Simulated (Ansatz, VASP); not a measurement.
**Two plane-wave programs on C**

```
C
1.0
     2.50312    0.00000    0.00000
    -1.25156    2.16777    0.00000
     0.00000    0.00000    4.16875
C
4
Direct
  0.33333 0.66667 0.06274
  0.66667 0.33333 0.56274
  0.33333 0.66667 0.43726
  0.66667 0.33333 0.93726
```

Alike in both runs: functional r2SCAN; k mesh 12 × 12 × 6; occupations gaussian, width 0.02 eV; no spin polarisation.

Ansatz relaxed the structure, and its values are those at the end. VASP's run is a single point on that final structure, the one shown.

|  | VASP | Ansatz |
| --- | --- | --- |
| version | VASP 6.6.1 | Ansatz 0.2.0 |
| potentials or method | VASP PAW PBE potentials, release 64 (C) | scalar-relativistic, plane waves, PAW |
| plane-wave cutoff (eV) | 520 | 500 |
| valence electrons in the cell | 16 | 16 |

```tsv
	VASP	Ansatz	Ansatz less VASP
gap on the k mesh at the Fermi level (eV)	3.56	3.59	+0.034
least direct gap on the mesh (eV)	5.19	5.24	+0.046
pressure (GPa)	1.2	0.0	-1.11
rms of the force components (eV/Å)	0.005	0.000	-0.0043
```

Caveats: the PAW data sets were made with another functional, which shifts forces and pressure a little (VASP).
